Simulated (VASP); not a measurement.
# MgO (F-43m) in VASP: settings compared

One crystal, MgO, is run at these levels: PBE, PBEsol; tasks: G0W0 quasiparticle levels, evGW0 quasiparticle levels, G0W0 low-scaling quasiparticle levels.

Program: VASP 6.6.1. These are calculated values, not measurements. Logs are shortened: lines on timing, memory, paths and dates and some standing lists are left out, and cuts for length are marked.

## Step 1: The structure

It takes space group F-43m (No. 216, cubic). The conventional cell has a = 4.612 Å, b = 4.612 Å, c = 4.612 Å, α = 90.00°, β = 90.00°, γ = 90.00°. Mg (site symmetry -43m) has 4 O at 2.00 Å as nearest neighbours. O (site symmetry -43m) is surrounded by 4 Mg at 2.00 Å.

The cell was built by a generator and needn't be a form met in nature.

## Step 2: G0W0 quasiparticle levels, PBE

Contents of POSCAR:

```
MgO
1.0
    0.0000000000      2.3061600000      2.3061600000
    2.3061600000      0.0000000000      2.3061600000
    2.3061600000      2.3061600000      0.0000000000
Mg O
1 1
Direct
    0.5000000000      0.5000000000      0.5000000000
    0.7500000000      0.7500000000      0.7500000000
```

Contents of INCAR.step1:

```
SYSTEM = MgO
PREC = Accurate
ENCUT = 450
EDIFF = 1E-8
ISMEAR = 0
SIGMA = 0.01
LREAL = .FALSE.
LASPH = .TRUE.
NELM = 100
ALGO = Normal
LWAVE = .TRUE.
LCHARG = .FALSE.
GGA = PE
```

Contents of INCAR.step2:

```
SYSTEM = MgO
PREC = Accurate
ENCUT = 450
EDIFF = 1E-8
ISMEAR = 0
SIGMA = 0.01
LREAL = .FALSE.
LASPH = .TRUE.
NELM = 1
ALGO = Exact
LWAVE = .TRUE.
LCHARG = .FALSE.
GGA = PE
NBANDS = 106
LOPTICS = .TRUE.
ISTART = 1
```

Contents of INCAR.step3:

```
SYSTEM = MgO
PREC = Accurate
ENCUT = 450
EDIFF = 1E-8
ISMEAR = 0
SIGMA = 0.01
LREAL = .FALSE.
LASPH = .TRUE.
ALGO = EVGW0
LWAVE = .FALSE.
LCHARG = .FALSE.
GGA = PE
NELMGW = 1
NBANDS = 106
ENCUTGW = 150
NOMEGA = 48
PRECFOCK = Fast
ISTART = 1
NBANDSGW = 12
```

Contents of KPOINTS:

```
Automatic mesh
0
G
  6 6 6
  0 0 0
```

Potentials or basis: VASP PAW PBE potentials, release 64 (Mg_GW, O_GW).

The run is started by

```console
cat potpaw_PBE.64/Mg_GW/POTCAR potpaw_PBE.64/O_GW/POTCAR > POTCAR
cp INCAR.step1 INCAR
mpirun -np 1 vasp_std > vasp.out
cp INCAR.step2 INCAR
mpirun -np 1 vasp_std > vasp.out
cp INCAR.step3 INCAR
mpirun -np 1 vasp_std > vasp.out
```

OUTCAR:

```text
SYSTEM = MgO
   PREC = Accurate
   ENCUT = 450
   EDIFF = 1E-8
   ISMEAR = 0
   LREAL = .FALSE.
   LASPH = .TRUE.
   GGA = PE
   NELMGW = 1
   ENCUTGW = 150
   PRECFOCK = Fast
   ISTART = 1

 ion  position               nearest neighbor table
   1  0.500  0.500  0.500-   2 2.00   2 2.00   2 2.00   2 2.00
   2  0.750  0.750  0.750-   1 2.00   1 2.00   1 2.00   1 2.00

  LATTYP: Found a face centered cubic cell.
 ALAT       =     4.6123200000

  Lattice vectors:

 A1 = (   0.0000000000,   2.3061600000,   2.3061600000)
 A2 = (   2.3061600000,   0.0000000000,   2.3061600000)
 A3 = (   2.3061600000,   2.3061600000,   0.0000000000)

Analysis of symmetry for initial positions (statically):
=====================================================================
 Subroutine PRICEL returns:
 Original cell was already a primitive cell.

 Routine SETGRP: Setting up the symmetry group for a
 face centered cubic supercell.

 Subroutine GETGRP returns: Found 24 space group operations
 (whereof 24 operations were pure point group operations)
 out of a pool of 48 trial point group operations.

The static configuration has the point symmetry T_d .

Analysis of symmetry for dynamics (positions and initial velocities):
=====================================================================
 Subroutine PRICEL returns:
 Original cell was already a primitive cell.

 Routine SETGRP: Setting up the symmetry group for a
 face centered cubic supercell.

 Subroutine GETGRP returns: Found 24 space group operations
 (whereof 24 operations were pure point group operations)
 out of a pool of 48 trial point group operations.

The dynamic configuration has the point symmetry T_d .

 Subroutine INISYM returns: Found 24 space group operations
 (whereof 24 operations are pure point group operations),
 and found     1 'primitive' translations

----------------------------------------------------------------------------------------

                                     Primitive cell

  volume of cell :      24.5300

  direct lattice vectors                    reciprocal lattice vectors
     0.000000000  2.306160000  2.306160000    -0.216810629  0.216810629  0.216810629
     2.306160000  0.000000000  2.306160000     0.216810629 -0.216810629  0.216810629
     2.306160000  2.306160000  0.000000000     0.216810629  0.216810629 -0.216810629

  length of vectors
     3.261402749  3.261402749  3.261402749     0.375527025  0.375527025  0.375527025

  position of ions in fractional coordinates (direct lattice)
     0.500000000  0.500000000  0.500000000
     0.750000000  0.750000000  0.750000000

  ion indices of the primitive-cell ions
   primitive index   ion index
                 1           1
                 2           2

----------------------------------------------------------------------------------------

 KPOINTS: Automatic mesh

Automatic generation of k-mesh.
 Grid dimensions read from file:
 generate k-points for:    6    6    6

 Generating k-lattice:

  Cartesian coordinates                     Fractional coordinates (reciprocal lattice)
    -0.036135105  0.036135105  0.036135105     0.166666667  0.000000000  0.000000000
     0.036135105 -0.036135105  0.036135105     0.000000000  0.166666667  0.000000000
     0.036135105  0.036135105 -0.036135105     0.000000000  0.000000000  0.166666667

  Length of vectors
     0.062587837  0.062587837  0.062587837

  Shift w.r.t. Gamma in fractional coordinates (k-lattice)
     0.000000000  0.000000000  0.000000000

 Subroutine IBZKPT returns following result:
 ===========================================

 Found     16 irreducible k-points:

 Following reciprocal coordinates:
            Coordinates               Weight
  0.000000  0.000000  0.000000      1.000000
  0.166667  0.000000  0.000000      8.000000
  0.333333  0.000000  0.000000      8.000000
  0.500000  0.000000  0.000000      4.000000
  0.166667  0.166667  0.000000      6.000000
  0.333333  0.166667  0.000000     24.000000
[... 8 lines left out ...]
 -0.333333  0.333333  0.166667     24.000000
 -0.333333  0.500000  0.166667     12.000000
   k-points           NKPTS =     16   k-points in BZ     NKDIM =    216   number of bands    NBANDS=    106
   number of dos      NEDOS =    301   number of ions     NIONS =      2
   total plane-waves  NPLWV =  13824
   dimension x,y,z NGX =    24 NGY =   24 NGZ =   24
   dimension x,y,z NGXF=    48 NGYF=   48 NGZF=   48
   ions per type =               1   1
   NGX,Y,Z   is equivalent  to a cutoff of  12.23, 12.23, 12.23 a.u.
   NGXF,Y,Z  is equivalent  to a cutoff of  24.47, 24.47, 24.47 a.u.
 SYSTEM =  MgO
   PREC   = accura    normal or accurate (medium, high low for compatibility)
   ISTART =      1    job   : 0-new  1-cont  2-samecut
   ICHARG =      0    charge: 1-file 2-atom 10-const
   ISPIN  =      1    spin polarized calculation?
   LNONCOLLINEAR =      F non collinear calculations
   LSORBIT =      F    spin-orbit coupling
   LASPH  =      T    aspherical Exc in radial PAW
   ENCUT  =  450.0 eV  33.07 Ry    5.75 a.u.   5.64  5.64  5.64*2*pi/ulx,y,z
   NELM   =     60;   NELMIN=  2; NELMDL=  0     # of ELM steps
   EDIFF  = 0.1E-07   stopping-criterion for ELM
   LREAL  =      F    real-space projection
   EDIFFG = 0.1E-06   stopping-criterion for IOM
   NSW    =      0    number of steps for IOM
   IBRION =     -1    ionic relax: 0-MD 1-quasi-New 2-CG
   NFREE  =      0    steps in history (QN), initial steepest desc. (CG)
   ISIF   =      0    stress and relaxation
   ISYM   =      3    0-nonsym 1-usesym 2-fastsym
   POTIM  = 0.5000    time-step for ionic-motion
   TEBEG  =    0.0;   TEEND  =   0.0 temperature during run
   PSTRESS=    0.0 pullay stress
   NELECT =       8.0000    total number of electrons
   NUPDOWN=      -1.0000    fix difference up-down
   EMIN   =  10.00;   EMAX   =-10.00  energy-range for DOS
   EFERMI =   0.00;   METHOD = LEGACY
   ISMEAR =     0;   SIGMA  =   0.01  broadening in eV -4-tet -1-fermi 0-gaus
   EFERMI_NEDOS =   21; number of points for ismear=-14 and -15
   IALGO  =     38    algorithm
   IMIX   =      4    mixing-type and parameters
     AMIX     =   0.40;   BMIX     =  1.00
     AMIX_MAG =   1.60;   BMIX_MAG =  1.00
  volume/ion in A,a.u.               =      12.27        82.77
  Fermi-wavevector in a.u.,A,eV,Ry     =   1.126865  2.129467 17.277028  1.269826
  Thomas-Fermi vector in A             =   2.263549
   LORBIT       =      0    0 simple, 1 ext, 2 COOP (PROOUT), +10 PAW based schemes
   GGA     = PE    functional components
   LHFCALC =     T    Hartree Fock is set to
   PRECFOCK=fast      Normal, Fast or Accurate (Low or Medium for compatibility)
   ENCUT4O =  -1.0   cutoff for four orbital integrals eV
   NKREDX  =     1    reduce k-point grid by
   NKREDY  =     1    reduce k-point grid by
   NKREDZ  =     1    reduce k-point grid by
   AEXX    =    1.0000 exact exchange contribution
   HFSCREEN=    0.0000 screening length (either q_TF or 0.3 A-1)
   HFSCREENC=   0.0000 screening length for correlation (either q_TF or 0.3 A-1)
   ENCUTFOCK=  -1.0 apply spherical cutoff to Coloumb kernel
   IVDW    =     0    specifies the selected vdW correction
   LEPSILON=     F    determine dielectric tensor
   LRPA    =     F    only Hartree local field effects (RPA)
   LRPAFORCE           =     F    calculate RPA forces
   ENCUTGW             = 150.0    cutoff for response function in eV
   ENCUTGWSOFT         = 120.0    soft cutoff for Coulomb kernel in GW response function in eV
   ENCUTLF             =  -1.0    cutoff for local field effects
   NELMGW              =     1    number of iterations in solving QP/BSE equation
   NELMHF              =     1    number of iterations in the inner HF iteration
   NKREDLFX            =     1    NKREDLFY  =   1   NKREDLFZ  =   1
 non-spin polarized calculation
 Gauss-broadening in eV      SIGMA  =   0.01
  energy-cutoff  :      450.00
  volume of cell :       24.53
 maximum number of plane-waves:       544
 NGX is ok and might be reduce to    24
  NGX = 14; NGY = 14; NGZ = 14
   NGX = 11   NGY = 11   NGZ = 11
 maximum number of plane-waves:       113

 QP shifts <psi_nk| G(iteration)W_0 |psi_nk>: iteration 1
 for sc-GW calculations column KS-energies equals QP-energies in previous step
 and V_xc(KS)=  KS-energies - (<T + V_ion + V_H > + <T+V_H+V_ion>^1  + <V_x>^1)

 k-point   1 :       0.0000    0.0000    0.0000
  band No.  KS-energies  QP-energies   sigma(KS)   V_xc(KS)     V^pw_x(r,r')   Z            occupation Imag(sigma)

      1     -15.1905     -17.2347     -21.5711     -18.6006     -30.2501       0.6882       2.0000       1.1034
      2       0.6249      -0.6735     -20.6683     -18.9322     -24.5533       0.7479       2.0000       0.1121
      3       0.6249      -0.6735     -20.6683     -18.9322     -24.5533       0.7479       2.0000       0.1121
      4       0.6249      -0.6735     -20.6683     -18.9322     -24.5533       0.7479       2.0000       0.1121
      5       4.0890       4.9189      -8.6878      -9.6907      -5.7883       0.8275       0.0000      -0.0553
      6      17.0564      18.3145      -6.8672      -8.4353      -2.5760       0.8023       0.0000      -0.1524
      7      17.0564      18.3145      -6.8672      -8.4353      -2.5760       0.8023       0.0000      -0.1524
      8      17.0564      18.3145      -6.8672      -8.4353      -2.5760       0.8023       0.0000      -0.1524
      9      20.6516      21.9410      -7.0807      -8.6759      -2.5732       0.8083       0.0000      -0.3056
     10      20.6516      21.9410      -7.0807      -8.6759      -2.5732       0.8083       0.0000      -0.3056
     11      20.6745      21.4824      -7.1507      -8.1928      -2.0197       0.7753       0.0000      -0.6091
     12      20.6745      21.4824      -7.1507      -8.1928      -2.0197       0.7753       0.0000      -0.6091

 k-point   2 :       0.1667    0.0000    0.0000
  band No.  KS-energies  QP-energies   sigma(KS)   V_xc(KS)     V^pw_x(r,r')   Z            occupation Imag(sigma)
[... 225 lines left out ...]
      1     -14.3762     -16.3351     -22.6276     -19.7400     -31.2588       0.6784       2.0000       0.9513
      2      -1.4389      -3.0447     -18.0704     -15.8744     -22.0699       0.7312       2.0000       0.1376
      3      -0.5808      -2.0988     -19.0991     -17.0462     -23.0599       0.7395       2.0000       0.1231
      4      -0.3261      -1.8250     -19.0906     -17.0747     -22.9562       0.7435       2.0000       0.1167
      5       7.8106       8.6735      -7.6365      -8.6970      -4.1703       0.8136       0.0000      -0.0724
      6      12.0199      13.2100      -9.4071     -10.9148      -5.4927       0.7894       0.0000      -0.1083
      7      14.1156      15.8064     -10.0051     -12.1686      -5.7296       0.7815       0.0000      -0.1680
      8      14.8416      16.0043      -7.8947      -9.3548      -3.3906       0.7963       0.0000      -0.2721
      9      18.7037      19.9229      -7.6941      -9.2635      -2.8387       0.7768       0.0000      -0.3746
     10      22.9620      24.1841      -6.9017      -8.4078      -1.9659       0.8114       0.0000      -0.5535
     11      23.9118      25.6457      -8.7174     -10.7614      -3.6381       0.8483       0.0000      -0.8566
     12      26.8639      28.6984      -8.6994     -10.9684      -3.4786       0.8085       0.0000      -0.8312
```

Run time: 4.8 min. Hardware: 1 thread of Intel Xeon Platinum 8175M at 2.50GHz (Skylake/Cascade Lake), shared host; peak memory 0.42 GiB.

What came out:

```
Band gap on the k mesh, mean-field level : 3.46 eV, direct
Quasiparticle gap                        : 5.59 eV
Least direct quasiparticle gap           : 5.59 eV
```

Caveat: bands, screening cutoff and mesh are small and nothing is extrapolated, so the quasiparticle values aren't converged.

## Step 3: EvGW0 quasiparticle levels, PBEsol

POSCAR is that of step 2.

Contents of INCAR.step1:

```
  PREC = Accurate
  ENCUT = 450
  EDIFF = 1E-8
  ISMEAR = 0
  SIGMA = 0.01
  LREAL = F
  LASPH = T
  NELM = 100
  ALGO = Normal
  LWAVE = T
  LCHARG = F
  GGA = PS
```

Contents of INCAR.step2:

```
  PREC = Accurate
  ENCUT = 450
  EDIFF = 1E-8
  ISMEAR = 0
  SIGMA = 0.01
  LREAL = F
  LASPH = T
  NELM = 1
  ALGO = Exact
  LWAVE = T
  LCHARG = F
  GGA = PS
  NBANDS = 86
  LOPTICS = T
  ISTART = 1
```

Contents of INCAR.step3:

```
  PREC = Accurate
  ENCUT = 450
  EDIFF = 1E-8
  ISMEAR = 0
  SIGMA = 0.01
  LREAL = F
  LASPH = T
  ALGO = EVGW0
  LWAVE = F
  LCHARG = F
  GGA = PS
  NELMGW = 4
  NBANDS = 86
  ENCUTGW = 100
  NOMEGA = 48
  PRECFOCK = Fast
  ISTART = 1
  NBANDSGW = 12
```

Contents of KPOINTS:

```
Automatic mesh
0
Gamma
  5 5 5
```

Potentials or basis: VASP PAW PBE potentials, release 64 (Mg_GW, O_GW).

The run is started by

```console
cat potpaw_PBE.64/Mg_GW/POTCAR potpaw_PBE.64/O_GW/POTCAR > POTCAR
cp INCAR.step1 INCAR
mpirun -np 1 vasp_std > vasp.out
cp INCAR.step2 INCAR
mpirun -np 1 vasp_std > vasp.out
cp INCAR.step3 INCAR
mpirun -np 1 vasp_std > vasp.out
```

OUTCAR:

```text
PREC = Accurate
   ENCUT = 450
   EDIFF = 1E-8
   ISMEAR = 0
   LREAL = F
   LASPH = T
   GGA = PS
   NELMGW = 4
   ENCUTGW = 100
   PRECFOCK = Fast
   ISTART = 1

 ion  position               nearest neighbor table
   1  0.500  0.500  0.500-   2 2.00   2 2.00   2 2.00   2 2.00
   2  0.750  0.750  0.750-   1 2.00   1 2.00   1 2.00   1 2.00

  LATTYP: Found a face centered cubic cell.
 ALAT       =     4.6123200000

  Lattice vectors:

 A1 = (   0.0000000000,   2.3061600000,   2.3061600000)
 A2 = (   2.3061600000,   0.0000000000,   2.3061600000)
 A3 = (   2.3061600000,   2.3061600000,   0.0000000000)

Analysis of symmetry for initial positions (statically):
=====================================================================
 Subroutine PRICEL returns:
 Original cell was already a primitive cell.

[... 150 lines left out ...]
   NELMHF              =     1    number of iterations in the inner HF iteration
   NKREDLFX            =     1    NKREDLFY  =   1   NKREDLFZ  =   1
 non-spin polarized calculation
 Gauss-broadening in eV      SIGMA  =   0.01
  energy-cutoff  :      450.00
  volume of cell :       24.53
 maximum number of plane-waves:       537
  NGX = 14; NGY = 14; NGZ = 14
   NGX = 11   NGY = 11   NGZ = 11
 maximum number of plane-waves:        61
 NGX is ok and might be reduce to    14

 QP shifts <psi_nk| G(iteration)W_0 |psi_nk>: iteration 1
 for sc-GW calculations column KS-energies equals QP-energies in previous step
 and V_xc(KS)=  KS-energies - (<T + V_ion + V_H > + <T+V_H+V_ion>^1  + <V_x>^1)

 k-point   1 :       0.0000    0.0000    0.0000
  band No.  KS-energies  QP-energies   sigma(KS)   V_xc(KS)     V^pw_x(r,r')   Z            occupation Imag(sigma)

      1     -15.2348     -17.2878     -21.3618     -18.3706     -30.1250       0.6863       2.0000       1.0945
      2       0.4999      -0.7009     -20.4300     -18.8245     -24.4986       0.7479       2.0000       0.1200
      3       0.4999      -0.7009     -20.4300     -18.8245     -24.4986       0.7479       2.0000       0.1200
      4       0.4999      -0.7009     -20.4300     -18.8245     -24.4986       0.7479       2.0000       0.1200
      5       3.8541       4.7665      -8.8272      -9.9286      -5.8144       0.8283       0.0000      -0.0549
      6      16.8272      18.2095      -6.9269      -8.6614      -2.5897       0.7969       0.0000      -0.1685
      7      16.8272      18.2095      -6.9269      -8.6614      -2.5897       0.7969       0.0000      -0.1685
      8      16.8272      18.2095      -6.9269      -8.6614      -2.5897       0.7969       0.0000      -0.1685
      9      20.4090      21.3975      -7.1932      -8.4602      -2.0252       0.7802       0.0000      -0.7162
     10      20.4090      21.3975      -7.1932      -8.4602      -2.0252       0.7802       0.0000      -0.7162
     11      20.4090      21.3975      -7.1932      -8.4602      -2.0252       0.7802       0.0000      -0.7162
     12      20.4243      21.8976      -7.0753      -8.8958      -2.5764       0.8093       0.0000      -0.4322
[... 618 lines left out ...]
      1     -17.2197     -17.2660     -22.2606       4.9741     -31.0931       0.6926       2.0000       1.1216
      2      -3.5045      -3.5226     -17.4255      13.8962     -21.6166       0.7301       2.0000       0.1572
      3      -2.5803      -2.5973     -18.6381      16.0347     -22.8482       0.7360       2.0000       0.1383
      4      -1.9174      -1.9336     -19.2534      17.3143     -23.3982       0.7434       2.0000       0.1272
      5       9.3454       9.3496      -8.6268      17.9774      -5.0530       0.8011       0.0000      -0.0869
      6      13.0239      13.0294      -9.2113      22.2421      -5.1943       0.7880       0.0000      -0.1316
      7      15.1778      15.1849      -9.1121      24.2989      -4.7994       0.7885       0.0000      -0.1990
      8      16.6925      16.6998      -8.5043      25.2060      -3.8920       0.7958       0.0000      -0.3125
      9      20.7745      20.7824      -7.4454      28.2301      -2.5316       0.7793       0.0000      -0.3991
     10      22.9613      22.9674      -7.3169      30.2858      -2.3496       0.8041       0.0000      -0.5334
     11      26.7783      26.7803      -8.7170      35.4977      -3.3452       0.8400       0.0000      -1.0091
     12      28.4105      28.4133      -8.4976      36.9117      -3.2178       0.7973       0.0000      -0.8801
```

Run time: 2.5 min. Hardware: 1 thread of Intel Xeon Platinum 8488C (Sapphire Rapids), shared host; peak memory 0.24 GiB.

What came out:

* Band gap on the k mesh, mean-field level: 3.35 eV, direct
* Quasiparticle gap: 5.96 eV
* Least direct quasiparticle gap: 5.96 eV

Quasiparticle gap after each update of the energies (eV): 5.47, 5.87, 5.95, 5.96

Caveat: the k mesh is coarse (spacing up to 0.47 Å⁻¹), so the values aren't converged; bands, screening cutoff and mesh are small and nothing is extrapolated, so the quasiparticle values aren't converged.

[end of part 1 of 2]
